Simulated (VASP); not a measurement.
**CaO in VASP: how settings move the PBE single point**

The PBE single point of CaO built on the rocksalt prototype, under +2.0 % biaxial strain in x and y, free along z is repeated with altered inputs. Which of them can be trusted?

The runs shown are made with VASP 6.6.1. PAW datasets, plane waves. Spin-unpolarised throughout; all numbers are computed.

### 1 The cell

The cell comes from an earlier relaxation with r2SCAN in another program, then strained, with the atoms relaxed again.

Space group I4/mmm (No. 139), tetragonal; conventional cell a = 3.458 Å, c = 4.747 Å, 14.20 Å³ an atom. Near Ca stand 6 O at 2.37–2.45 Å; near O stand 6 Ca at 2.37–2.45 Å.

Coordinates:

```
CELL_PARAMETERS angstrom
0.00000 2.44550 2.37357
2.44550 0.00000 2.37357
2.44550 2.44550 0.00000
ATOMIC_POSITIONS crystal
Ca 0.00000 0.00000 0.00000
O 0.50000 0.50000 0.50000
```

### 2 The reference run

INCAR reads:

```
ENCUT = 520.000000
SIGMA = 0.020000
EDIFF = 1.00e-07
GGA = PE
PREC = Accurate
IBRION = -1
ISIF = 2
ISMEAR = -1
NBANDS = 15
NELM = 120
NSW = 0
LASPH = .TRUE.
LCHARG = .FALSE.
LWAVE = .FALSE.
LREAL = .FALSE.
```

KPOINTS reads:

```
KPOINTS created by Atomic Simulation Environment
0
Gamma
10 10 10
0 0 0
```

POSCAR reads:

```
Ca O
 1.0000000000000000
     0.0000000000000000    2.4455011158000000    2.3735746124000001
     2.4455011158000000    0.0000000000000000    2.3735746124000001
     2.4455011158000000    2.4455011158000000    0.0000000000000000
 Ca  O
   1   1
Cartesian
  0.0000000000000000  0.0000000000000000  0.0000000000000000
  2.4455011158000000  2.4455011158000000  2.3735746124000001
```

A file KPOINTS_OPT adds named points for the levels; it doesn't enter the self-consistent loop.

Potentials: the recommended PBE PAW datasets, 16 valence electrons.

On the command line:

```console
> mpirun -np 1 vasp_std
```

### 3 Variant 1

INCAR: that of step 2 with these lines changed.

```diff
@@ -1,2 +1 @@
-ENCUT = 520.000000
 SIGMA = 0.020000
@@ -15 +14,2 @@
 LREAL = .FALSE.
+ENCUT = 500
```

KPOINTS reads:

```
KPOINTS created by Atomic Simulation Environment
0
Gamma
8 8 8
0 0 0
```

POSCAR is that of step 2.

### 4 Variant 2

INCAR reads:

```
SIGMA = 0.020000
EDIFF = 1.00e-07
GGA = PE
PREC = Accurate
IBRION = -1
ISIF = 2
ISMEAR = -1
NBANDS = 15
NSW = 0
LASPH = .TRUE.
LCHARG = .FALSE.
LWAVE = .FALSE.
LREAL = .FALSE.
ENCUT = 200
ISYM = 0
NELM = 92
```

KPOINTS reads:

```
KPOINTS created by Atomic Simulation Environment
0
Gamma
4 4 4
0 0 0
```

POSCAR is that of step 2.

### 5 Variant 3

INCAR: that of step 2 with these lines changed.

```diff
@@ -9,3 +9,2 @@
 NBANDS = 15
-NELM = 120
 NSW = 0
@@ -15 +14,3 @@
 LREAL = .FALSE.
+ALGO = Conjugate
+NELM = 57
```

KPOINTS is that of step 2.

POSCAR is that of step 2.

### 6 Variant 4

INCAR: that of step 2 with these lines changed.

```diff
@@ -9,3 +9,2 @@
 NBANDS = 15
-NELM = 120
 NSW = 0
@@ -15 +14,5 @@
 LREAL = .FALSE.
+NELM = 97
+IMIX = 1
+AMIX = 1.5
+BMIX = 0.0001
```

KPOINTS is that of step 2.

POSCAR is that of step 2.

What does the calculation give? Wanted: for each run, changed; ending; energy change; pressure; electronic steps; usable.

**Answer**, as computed:

| run | changed | ending | energy change (meV/atom) | pressure (GPa) | gap on the mesh (eV; negative: overlap) | electronic steps | time | usable |
| --- | --- | --- | --- | --- | --- | --- | --- | --- |
| ref. | – | converged | 0 | 0.0 | 3.53 | 14 | 41 s | yes |
| 1 | ENCUT = 500, mesh 8×8×8 | converged | 0.0 | -0.1 | 3.53 | 14 | 20 s | yes |
| 2 | ENCUT = 200, ISYM = 0, NELM = 92, mesh 4×4×4 | converged | -184.2 | -116.1 | 3.48 | 15 | 3.8 s | no |
| 3 | ALGO = Conjugate, NELM = 57 | converged | 0.0 | 0.0 | 3.53 | 18 | 42 s | yes |
| 4 | IMIX = 1, AMIX = 1.5, BMIX = 0.0001 | timeout | – | – | – | 97 | 5.1 min | no |

Of 4 altered inputs, 1 gave no result, 1 ended normally on a faulty or unsound input, 2 gave usable results.
